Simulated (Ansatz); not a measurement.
Runs of Ansatz 0.2.0 on InAs. It takes space group F-43m (No. 216, cubic). Conventional cell: a = 6.036 Å, b = 6.036 Å, c = 6.036 Å, α = 90.00°, β = 90.00°, γ = 90.00°. Around In (site symmetry -43m) lie 4 As at 2.61 Å. As (site symmetry -43m) is surrounded by 4 In at 2.61 Å. 

```csv
task,level,cell,k mesh,cutoff (eV),points for each segment of the path,mesh quality,gap on the mesh (eV),pressure (GPa)
band structure,r2SCANh,as given,4 × 4 × 4,500,4,coarse,0.75,-
relaxation of cell and atoms,RPBE+D4,relaxed,8 × 8 × 8,420,-,not flagged,-,0.0
band structure,r2SCAN50,as given,4 × 4 × 4,500,4,coarse,2.80,-
band structure,LDA,as given,8 × 8 × 8,420,14,not flagged,(a),-0.3
```

Alike in all rows: potentials or basis Ansatz PAW; no spin polarisation; smearing fermi-dirac 0.05 eV.

Question: Estimate the missing entries.

Answer: (a) none.

Caveats: some runs use coarse meshes; the PAW data sets come from PBE, with cores solved anew for the run's functional, which leaves a small shift of forces and pressure; spin-orbit coupling is left out, which moves the levels of the heavy elements (some runs); the potentials were made for another functional, which shifts forces and pressure (some runs); the plane-wave basis is chosen anew once the cell has moved, so the energies of steps on either side of that aren't comparable (some runs); this crystal is a semiconductor, whose small gap the functional closes, so the metal is an error of the method (some runs).

A k mesh can miss the band edges, and the runs leave out spin-orbit coupling on As, In.

Not every run made on this cell is shown here.
